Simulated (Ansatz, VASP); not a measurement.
**One calculation of Bi2Te3, two programs**

```xyz
5
Lattice="2.3086 1.1494 9.7369 -2.1494 1.1856 9.6969 0.1110 -2.6715 9.7601" Properties=species:S:1:pos:R:3 pbc="T T T"
Bi    0.2852   -0.2599   23.7160
Bi    0.1260   -0.1532   11.7888
Te    0.0958   -0.2112   17.8897
Te    0.0200   -0.0877    5.8599
Te   -0.0976   -0.0369   -0.0138
```

Change from the starting cell: kmesh displaced: [2, 2, 2] Gamma-centred.

Alike in both runs: task single point; functional PBE; k mesh 2 × 2 × 2; occupations gaussian, width 0.1 eV; no spin polarisation.

```csv
,VASP,Ansatz
version,VASP 6.6.1,Ansatz 0.2.0
potentials or method,"VASP PAW PBE potentials, release 64 (Bi_d, Te)","scalar-relativistic, plane waves, PAW"
plane-wave cutoff (eV),520,420
valence electrons in the cell,48,78
```

|  | VASP | Ansatz | Ansatz less VASP |
| --- | --- | --- | --- |
| gap on the k mesh at the Fermi level (eV) | 0.01 | 0.01 | -0.001 |
| least direct gap on the mesh (eV) | 0.11 | 0.12 | +0.003 |
| pressure (GPa) | 3.8 | 3.9 | +0.03 |
| largest component of the traceless stress (GPa) | 4.30 | 4.30 | 0.000 |
| rms of the force components (eV/Å) | 0.377 | 0.377 | +0.0001 |

Atom by atom the forces differ by 0.003 eV/Å (rms over components). With one functional, cell and mesh, what is left measures potentials, basis and numerics. The two sets of potentials don't hold the same shells in valence.

Caveats: the k mesh is coarse (spacing up to 0.83 Å⁻¹), so the values aren't converged; spin-orbit coupling is left out, which as a rule narrows the gap of such compounds by several tenths of an eV; forces of over 1 eV/Å show positions far from the minimum, so gaps and moduli don't describe the material at rest.
